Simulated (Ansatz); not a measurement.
# W (Fm-3m) in Ansatz: a series of runs

One crystal, W, is run at these levels: PBE; tasks: single point.

All numbers are computed with Ansatz 0.2.0; they aren't measurements. Logs are shortened: lines on timing, memory, paths and dates and some standing lists are left out, and cuts for length are marked.

### 1 The structure

The structure is cubic, space group Fm-3m (No. 225). The conventional cell has a = 4.060 Å, b = 4.060 Å, c = 4.060 Å, α = 90.00°, β = 90.00°, γ = 90.00°. W (site symmetry m-3m) has 12 W at 2.87 Å as nearest neighbours.

This isn't the form of W at room conditions, which is bcc.

### 2 Single point, PBE

Contents of input.yaml:

```yaml
crystal:
  lattice:
    - [0.0, 2.03, 2.03]
    - [2.03, 0.0, 2.03]
    - [2.03, 2.03, 0.0]
  atoms:
    - { symbol: W, position: [0.0, 0.0, 0.0] }
hamiltonian:
  xc: pbe
  pseudopotentials: { kind: paw }
kpoints:
  mp_grid: { grid: [11, 11, 11] }
scf:
  occupations: { method: gaussian, width: 0.017 }
output:
  forces: true
  stress: true
  eigenvalues: true
```

Potentials or basis: Ansatz PAW.

The run is started by

```
$ ansatz run input.yaml --threads 2 --pin off --max-ram 5632MiB --backend cpu --events-out ev --progress --plain --runs-dir out
```

The program printed:

```text
Warning: RAYON_NUM_THREADS=2 ignored (pool sized by the plan → 2); use --threads N
Engine: ansatz 0.2.0, aarch64-unknown-linux-gnu
Pseudopotentials: kind: paw
Pseudopotential: W, paw, valence charge 14, recommended cutoff 420 eV (normal), W.paw.azcp
Functional definition: PBE
  parameter kappa = 0.804
  parameter beta = 0.06672455060314922
  exchange = pbe_x(kappa = kappa, mu = beta*pi^2/3)
  correlation = pbe_c(beta = beta)
Crystal: 1 atoms, lattice volume = 16.731 Å³
Basis set: ecut = 420 eV, 331 PW (Γ), exchange–correlation on 40×40×40 points (8 copies of the dense FFT grid, shifted against one another)
Bands: 11, of which v1, the nominal top of the filled ones, is band 7 counted from 1 (6 counted from 0)
Symmetry: 48 space group operations
Space group: Fm-3m (ITA 225), of the structure as read, at distance tolerance 2.6e-5 Å
k-points: 56 of 1331
Non-local potential: W, projectors of the file, l = 0: 3, l = 1: 2, l = 2: 2, l = 3: 1
PAW form: soft (Blöchl's): semilocal exchange-correlation on the pseudo side does not see the compensation charge
PAW one-centre angular grid: W, 590 points (default); XC on 64 Gauss nodes
Initial density: superposition of atomic densities (neutral atoms: chi_scale 0, normalization atom), corrected by the library's trained network
Initial wavefunctions: pseudopotential atomic-orbital guess
Functional: x = pbe(κ = 0.804, μ = 0.2195149727645171), c = pbe(β = 0.06672455060314922)
SCF iter   1: F=—  HF=-10384.345299 eV  |F-HF|=—  |Δ(HF+E_count)|=         —  Δρ=2.54e-3  dr2=8.48e-4  ethr=1.77e-3  ⟨swp⟩=5.9  Hψ=3425  notcnv=0
preconditioner: auto → none  [insulator: Δε(μ)=0.057 eV  Ē_g=8.340 eV  σ=0.017 eV  W_gap=0.87  n_scr=0 (ndim 8)  ℏωp=22.2 eV  f_vac=0.000  D(μ)=0.62/eV (n_scr^D=0)  ε∞_Penn≈8.1]
SCF iter   2: F=—  HF=-10384.344893 eV  |F-HF|=—  |Δ(HF+E_count)|=   4.07e-4  Δρ=9.76e-4  dr2=7.39e-5  ethr=6.05e-6  ⟨swp⟩=2.2  Hψ=1427  notcnv=0  defer=7
SCF iter   3: F=—  HF=-10384.344914 eV  |F-HF|=—  |Δ(HF+E_count)|=   2.16e-5  Δρ=2.71e-4  dr2=3.64e-6  ethr=5.28e-7  ⟨swp⟩=2.7  Hψ=919  notcnv=0  defer=7
iter 4 did not close the SCF: its close was put off for the readings that it lacked (scf_convergence_deferred on its scf_iter line)
SCF iter   4: F=-10384.344917 eV  HF=-10384.344917 eV  |F-HF|=7.75e-8  |Δ(HF+E_count)|=   2.94e-6  Δρ=3.11e-5  dr2=9.37e-8  ethr=2.60e-8  ⟨swp⟩=2.5  Hψ=1018  notcnv=0  defer=7
iter 5 did not close the SCF: its close was put off for the readings that it lacked (scf_convergence_deferred on its scf_iter line)
SCF iter   5: F=-10384.344917 eV  HF=-10384.344917 eV  |F-HF|=8.24e-10  |Δ(HF+E_count)|=   4.62e-8  Δρ=6.70e-6  dr2=2.33e-9  ethr=6.69e-10  ⟨swp⟩=2.0  Hψ=907  notcnv=0  defer=7
SCF iter   6: F=-10384.344917 eV  HF=-10384.344917 eV  |F-HF|=7.28e-12  |Δ(HF+E_count)|=  2.26e-10  Δρ=2.71e-7  dr2=5.56e-12  ethr=1.66e-11  ⟨swp⟩=1.5  Hψ=1900  notcnv=0
SCF 1 converged in 6 iterations: F = -10384.344917 eV  dr2 = 5.56e-12
SCF converged after 6 iterations
Free energy (F): -10384.344917 eV
Harris-Foulkes:  -10384.344917 eV  (|F-HF|=7.28e-12)
Internal energy: -10384.344828 eV  (E = F + TS)
E sigma→0 (E₀):  -10384.344872 eV
Entropy (-TS):   -0.000090 eV (-0.090 meV/atom)
Fermi energy:    20.832803 eV
--- Per-component energies (eV) ---
  E_band       = -98.410479
  E_kinetic    = 448.166783
  E_local      = -637.463501  (includes V_loc(G=0)·N_el)
  E_nonlocal   = 0.670451
  E_hartree    = 226.377133
  E_xc         = -266.154159
  E_vxc        = -237.763357  (∫ρ·V_xc dr)
  E_paw        = -8562.345898  (= ΣΔE_a)
  E_vpaw       = -124.775124  (= ΣTr[D̂ρ^β])
  E_aug_tail   = -0.000052  (compensation charges beyond the density's cutoff)
  E_ewald      = -1593.595583
  E_smearing   = -0.000090  (= −TS)
  E_closure    = 0.000000  (closes the sum)
  Σ components = -10384.344917   (vs F -10384.344917, Δ=0.00e0)
--- Forces (eV/Å), atoms counted from 1 ---
  atom   1  W      0.00000000     0.00000000    -0.00000000
  max |Σ_I F_I| component: 3.29e-31 eV/Å
--- Stress (GPa, compression-positive) ---
       -4.937879       0.000000      -0.000000
        0.000000      -4.937879      -0.000000
        0.000000       0.000000      -4.937879
  P = ⅓ Tr σ = -4.9379 GPa (-49.379 kbar)
--- Band table (eV; the first three rows and the last of 56) ---
  k-point 0: bands = ["-52.8042", "-16.4984", "-16.4984", "-16.4984", "11.9392", "20.2823", "20.2823", "20.2823", "23.3258", "23.3258", "33.5823"]
  k-point 1: bands = ["-52.7965", "-16.5892", "-16.5101", "-16.5101", "12.2902", "20.0234", "20.4415", "20.4415", "23.1895", "23.1895", "34.2646"]
  k-point 2: bands = ["-52.7758", "-16.8279", "-16.5413", "-16.5413", "13.2377", "19.5087", "20.7228", "20.7228", "23.0816", "23.0816", "34.9179"]
  k-point 55: bands = ["-52.6751", "-17.2391", "-17.1812", "-16.8790", "17.2042", "18.3678", "19.2739", "22.2459", "26.1445", "29.7684", "31.3629"]
```

Wall time 0.43 s (2 threads of Arm Neoverse V2, shared host); peak memory 0.25 GiB.

What came out:

```
Free energy            : -10384.3449 eV
Pressure               : -4.9 GPa
Band gap on the k mesh : none (metal or under the smearing width)
```

Levels at points of the mesh, in eV from the Fermi level:
```tsv
k point	band 4	band 5	band 6	band 7	band 8	band 9	band 10	band 11
(0.00, 0.00, 0.00)	-37.33	-8.89	-0.55	-0.55	-0.55	2.49	2.49	12.75
```

Spin-orbit coupling is left out, which matters for the levels of W.

### 3 Single point, PBE

input.yaml: that of step 2 with these lines changed.

```diff
@@ -13,3 +13,3 @@
 scf:
-  occupations: { method: gaussian, width: 0.017 }
+  occupations: { method: gaussian, width: 0.018 }
 output:
@@ -18 +18,5 @@
   eigenvalues: true
+  write_density: true
+  write_potential: true
+  elf: true
+  volumetric_format: npy
```

Potentials or basis: Ansatz PAW.

The run is started by

```
$ ansatz run input.yaml --threads 2 --pin off --max-ram 5632MiB --backend cpu --events-out ev --progress --plain --runs-dir out
```

It took 0.56 s on 2 threads of Arm Neoverse V2, shared host; peak memory 0.26 GiB.

The run converged. Its results:

* Free energy: -10384.3449 eV
* Pressure: -4.9 GPa
* Band gap on the k mesh: none (metal or under the smearing width)

Levels at points of the mesh, in eV from the Fermi level:
```csv
k point,band 4,band 5,band 6,band 7,band 8,band 9,band 10,band 11
"(0.00, 0.00, 0.00)",-37.33,-8.89,-0.55,-0.55,-0.55,2.49,2.49,12.75
```

The run has no spin-orbit coupling, so splittings on W are missing.

### 4 Single point, PBE

input.yaml: that of step 3 with these lines changed.

```diff
@@ -13,3 +13,3 @@
 scf:
-  occupations: { method: gaussian, width: 0.018 }
+  occupations: { method: gaussian, width: 0.019 }
 output:
@@ -18,5 +18 @@
   eigenvalues: true
-  write_density: true
-  write_potential: true
-  elf: true
-  volumetric_format: npy
```

Potentials or basis: Ansatz PAW.

The run is started by

```
$ ansatz run input.yaml --threads 2 --pin off --max-ram 5632MiB --backend cpu --events-out ev --progress --plain --runs-dir out
```

The program printed:

```text
Warning: RAYON_NUM_THREADS=2 ignored (pool sized by the plan → 2); use --threads N
[... 8 set-up lines as earlier in the session ...]
Crystal: 1 atoms, lattice volume = 16.731 Å³
Basis set: ecut = 420 eV, 331 PW (Γ), exchange–correlation on 40×40×40 points (8 copies of the dense FFT grid, shifted against one another)
Bands: 11, of which v1, the nominal top of the filled ones, is band 7 counted from 1 (6 counted from 0)
[... 2 set-up lines as earlier in the session ...]
k-points: 56 of 1331
[... 6 set-up lines as earlier in the session ...]
SCF iter   1: F=—  HF=-10384.345310 eV  |F-HF|=—  |Δ(HF+E_count)|=         —  Δρ=2.54e-3  dr2=8.48e-4  ethr=1.77e-3  ⟨swp⟩=5.9  Hψ=3409  notcnv=0
preconditioner: auto → none  [insulator: Δε(μ)=0.057 eV  Ē_g=8.340 eV  σ=0.019 eV  W_gap=0.87  n_scr=0 (ndim 8)  ℏωp=22.2 eV  f_vac=0.000  D(μ)=0.56/eV (n_scr^D=0)  ε∞_Penn≈8.1]
SCF iter   2: F=—  HF=-10384.344904 eV  |F-HF|=—  |Δ(HF+E_count)|=   4.06e-4  Δρ=9.76e-4  dr2=7.38e-5  ethr=6.06e-6  ⟨swp⟩=2.2  Hψ=1425  notcnv=0  defer=7
SCF iter   3: F=—  HF=-10384.344925 eV  |F-HF|=—  |Δ(HF+E_count)|=   2.13e-5  Δρ=2.71e-4  dr2=3.64e-6  ethr=5.27e-7  ⟨swp⟩=2.7  Hψ=919  notcnv=0  defer=7
iter 4 did not close the SCF: its close was put off for the readings that it lacked (scf_convergence_deferred on its scf_iter line)
SCF iter   4: F=-10384.344928 eV  HF=-10384.344928 eV  |F-HF|=7.57e-8  |Δ(HF+E_count)|=   2.95e-6  Δρ=3.08e-5  dr2=9.16e-8  ethr=2.60e-8  ⟨swp⟩=2.5  Hψ=1016  notcnv=0  defer=7
iter 5 did not close the SCF: its close was put off for the readings that it lacked (scf_convergence_deferred on its scf_iter line)
SCF iter   5: F=-10384.344928 eV  HF=-10384.344928 eV  |F-HF|=7.55e-10  |Δ(HF+E_count)|=   4.52e-8  Δρ=6.62e-6  dr2=2.24e-9  ethr=6.54e-10  ⟨swp⟩=2.0  Hψ=910  notcnv=0  defer=7
SCF iter   6: F=-10384.344928 eV  HF=-10384.344928 eV  |F-HF|=1.82e-12  |Δ(HF+E_count)|=  2.66e-10  Δρ=2.64e-7  dr2=5.23e-12  ethr=1.60e-11  ⟨swp⟩=1.5  Hψ=1900  notcnv=0
SCF 1 converged in 6 iterations: F = -10384.344928 eV  dr2 = 5.23e-12
SCF converged after 6 iterations
Free energy (F): -10384.344928 eV
Harris-Foulkes:  -10384.344928 eV  (|F-HF|=1.82e-12)
Internal energy: -10384.344826 eV  (E = F + TS)
E sigma→0 (E₀):  -10384.344877 eV
Entropy (-TS):   -0.000102 eV (-0.102 meV/atom)
Fermi energy:    20.831229 eV
--- Per-component energies (eV) ---
  E_band       = -98.410468
  E_kinetic    = 448.166791
  E_local      = -637.463513  (includes V_loc(G=0)·N_el)
  E_nonlocal   = 0.670449
  E_hartree    = 226.377144
  E_xc         = -266.154162
  E_vxc        = -237.763360  (∫ρ·V_xc dr)
  E_paw        = -8562.345899  (= ΣΔE_a)
  E_vpaw       = -124.775125  (= ΣTr[D̂ρ^β])
  E_aug_tail   = -0.000052  (compensation charges beyond the density's cutoff)
  E_ewald      = -1593.595583
  E_smearing   = -0.000102  (= −TS)
  E_closure    = 0.000000  (closes the sum)
  Σ components = -10384.344928   (vs F -10384.344928, Δ=0.00e0)
--- Forces (eV/Å), atoms counted from 1 ---
  atom   1  W      0.00000000     0.00000000     0.00000000
  max |Σ_I F_I| component: 2.63e-31 eV/Å
--- Stress (GPa, compression-positive) ---
       -4.937812       0.000000       0.000000
        0.000000      -4.937812       0.000000
        0.000000       0.000000      -4.937812
  P = ⅓ Tr σ = -4.9378 GPa (-49.378 kbar)
--- Band table (eV; the first three rows and the last of 56) ---
  k-point 0: bands = ["-52.8042", "-16.4984", "-16.4984", "-16.4984", "11.9392", "20.2823", "20.2823", "20.2823", "23.3258", "23.3258", "33.5823"]
  k-point 1: bands = ["-52.7965", "-16.5892", "-16.5101", "-16.5101", "12.2902", "20.0234", "20.4415", "20.4415", "23.1895", "23.1895", "34.2646"]
  k-point 2: bands = ["-52.7758", "-16.8279", "-16.5413", "-16.5413", "13.2377", "19.5087", "20.7228", "20.7228", "23.0816", "23.0816", "34.9179"]
  k-point 55: bands = ["-52.6751", "-17.2391", "-17.1812", "-16.8790", "17.2042", "18.3678", "19.2739", "22.2459", "26.1445", "29.7684", "31.3629"]
```

Wall time 0.44 s (2 threads of Arm Neoverse V2, shared host); peak memory 0.25 GiB.

What came out:

| Item | Value |
| --- | --- |
| Free energy | -10384.3449 eV |
| Pressure | -4.9 GPa |
| Band gap on the k mesh | none (metal or under the smearing width) |

The run has no spin-orbit coupling, so splittings on W are missing.

### 5 Single point, PBE

input.yaml: that of step 4 with these lines changed.

```diff
@@ -13,3 +13,3 @@
 scf:
-  occupations: { method: gaussian, width: 0.019 }
+  occupations: { method: gaussian, width: 0.021 }
 output:
```

Potentials or basis: Ansatz PAW.

The run is started by

```
$ ansatz run input.yaml --threads 2 --pin off --max-ram 5632MiB --backend cpu --events-out ev --progress --plain --runs-dir out
```

The program printed:

```text
Warning: RAYON_NUM_THREADS=2 ignored (pool sized by the plan → 2); use --threads N
[... 8 set-up lines as earlier in the session ...]
Crystal: 1 atoms, lattice volume = 16.731 Å³
Basis set: ecut = 420 eV, 331 PW (Γ), exchange–correlation on 40×40×40 points (8 copies of the dense FFT grid, shifted against one another)
Bands: 11, of which v1, the nominal top of the filled ones, is band 7 counted from 1 (6 counted from 0)
[... 2 set-up lines as earlier in the session ...]
k-points: 56 of 1331
[... 6 set-up lines as earlier in the session ...]
SCF iter   1: F=—  HF=-10384.345321 eV  |F-HF|=—  |Δ(HF+E_count)|=         —  Δρ=2.54e-3  dr2=8.48e-4  ethr=1.77e-3  ⟨swp⟩=5.8  Hψ=3391  notcnv=0
preconditioner: auto → none  [insulator: Δε(μ)=0.057 eV  Ē_g=8.340 eV  σ=0.021 eV  W_gap=0.87  n_scr=0 (ndim 8)  ℏωp=22.2 eV  f_vac=0.000  D(μ)=0.53/eV (n_scr^D=0)  ε∞_Penn≈8.1]
SCF iter   2: F=—  HF=-10384.344915 eV  |F-HF|=—  |Δ(HF+E_count)|=   4.06e-4  Δρ=9.75e-4  dr2=7.38e-5  ethr=6.06e-6  ⟨swp⟩=2.2  Hψ=1425  notcnv=0  defer=6
SCF iter   3: F=—  HF=-10384.344936 eV  |F-HF|=—  |Δ(HF+E_count)|=   2.13e-5  Δρ=2.71e-4  dr2=3.64e-6  ethr=5.27e-7  ⟨swp⟩=2.7  Hψ=919  notcnv=0  defer=6
iter 4 did not close the SCF: its close was put off for the readings that it lacked (scf_convergence_deferred on its scf_iter line)
SCF iter   4: F=-10384.344939 eV  HF=-10384.344939 eV  |F-HF|=7.58e-8  |Δ(HF+E_count)|=   2.95e-6  Δρ=3.08e-5  dr2=9.17e-8  ethr=2.60e-8  ⟨swp⟩=2.5  Hψ=1016  notcnv=0  defer=6
iter 5 did not close the SCF: its close was put off for the readings that it lacked (scf_convergence_deferred on its scf_iter line)
SCF iter   5: F=-10384.344939 eV  HF=-10384.344939 eV  |F-HF|=7.68e-10  |Δ(HF+E_count)|=   4.53e-8  Δρ=6.63e-6  dr2=2.25e-9  ethr=6.55e-10  ⟨swp⟩=2.0  Hψ=910  notcnv=0  defer=6
SCF iter   6: F=-10384.344939 eV  HF=-10384.344939 eV  |F-HF|=3.64e-12  |Δ(HF+E_count)|=  2.26e-10  Δρ=2.63e-7  dr2=5.21e-12  ethr=1.61e-11  ⟨swp⟩=1.5  Hψ=1900  notcnv=0
SCF 1 converged in 6 iterations: F = -10384.344939 eV  dr2 = 5.21e-12
SCF converged after 6 iterations
Free energy (F): -10384.344939 eV
Harris-Foulkes:  -10384.344939 eV  (|F-HF|=3.64e-12)
Internal energy: -10384.344821 eV  (E = F + TS)
E sigma→0 (E₀):  -10384.344880 eV
Entropy (-TS):   -0.000118 eV (-0.118 meV/atom)
Fermi energy:    20.829779 eV
--- Per-component energies (eV) ---
  E_band       = -98.410435
  E_kinetic    = 448.166815
  E_local      = -637.463546  (includes V_loc(G=0)·N_el)
  E_nonlocal   = 0.670441
  E_hartree    = 226.377175
  E_xc         = -266.154171
  E_vxc        = -237.763371  (∫ρ·V_xc dr)
  E_paw        = -8562.345900  (= ΣΔE_a)
  E_vpaw       = -124.775126  (= ΣTr[D̂ρ^β])
  E_aug_tail   = -0.000052  (compensation charges beyond the density's cutoff)
  E_ewald      = -1593.595583
  E_smearing   = -0.000118  (= −TS)
  E_closure    = 0.000000  (closes the sum)
  Σ components = -10384.344939   (vs F -10384.344939, Δ=0.00e0)
--- Forces (eV/Å), atoms counted from 1 ---
  atom   1  W     -0.00000000    -0.00000000     0.00000000
  max |Σ_I F_I| component: 2.96e-31 eV/Å
--- Stress (GPa, compression-positive) ---
       -4.937607       0.000000       0.000000
        0.000000      -4.937607      -0.000000
       -0.000000       0.000000      -4.937607
  P = ⅓ Tr σ = -4.9376 GPa (-49.376 kbar)
--- Band table (eV; the first three rows and the last of 56) ---
  k-point 0: bands = ["-52.8042", "-16.4984", "-16.4984", "-16.4984", "11.9392", "20.2824", "20.2824", "20.2824", "23.3258", "23.3258", "33.5823"]
  k-point 1: bands = ["-52.7965", "-16.5892", "-16.5101", "-16.5101", "12.2902", "20.0234", "20.4416", "20.4416", "23.1895", "23.1895", "34.2647"]
  k-point 2: bands = ["-52.7758", "-16.8279", "-16.5412", "-16.5412", "13.2377", "19.5087", "20.7228", "20.7228", "23.0816", "23.0816", "34.9179"]
  k-point 55: bands = ["-52.6751", "-17.2391", "-17.1812", "-16.8790", "17.2042", "18.3678", "19.2739", "22.2459", "26.1445", "29.7684", "31.3629"]
```

Wall time 0.43 s (2 threads of Arm Neoverse V2, shared host); peak memory 0.25 GiB.

What came out:

| Item | Value |
| --- | --- |
| Free energy | -10384.3449 eV |
| Pressure | -4.9 GPa |
| Band gap on the k mesh | none (metal or under the smearing width) |

### 6 Single point, PBE

input.yaml: that of step 5 with these lines changed.

```diff
@@ -13,3 +13,3 @@
 scf:
-  occupations: { method: gaussian, width: 0.021 }
+  occupations: { method: gaussian, width: 0.022 }
 output:
```

Potentials or basis: Ansatz PAW.

The run is started by

```
$ ansatz run input.yaml --threads 2 --pin off --max-ram 5632MiB --backend cpu --events-out ev --progress --plain --runs-dir out
```

Wall time 0.44 s (2 threads of Arm Neoverse V2, shared host); peak memory 0.25 GiB.

It converged, with:

```
Free energy            : -10384.3449 eV
Pressure               : -4.9 GPa
Band gap on the k mesh : none (metal or under the smearing width)
```

Levels at points of the mesh, in eV from the Fermi level:
```
           k point  band 5  band 6  band 7  band 8  band 9  band 10
(0.00, 0.00, 0.00)   -8.89   -0.55   -0.55   -0.55    2.50     2.50
```

### 7 The runs side by side

| smearing | gap on the mesh (eV) | pressure (GPa) |
| --- | --- | --- |
| gaussian 0.017 eV | none | -4.9 |
| gaussian 0.018 eV | none | -4.9 |
| gaussian 0.019 eV | none | -4.9 |
| gaussian 0.021 eV | none | -4.9 |
| gaussian 0.022 eV | none | -4.9 |

Alike in all rows: task single point; level PBE; potentials or basis Ansatz PAW; no spin polarisation; cell as given; k mesh 11 × 11 × 11; cutoff (eV) 420.

Every run on the cell as given and a fine mesh finds a metal.

Total energies depend on the potentials used, so only differences within one code and one set of settings carry meaning.
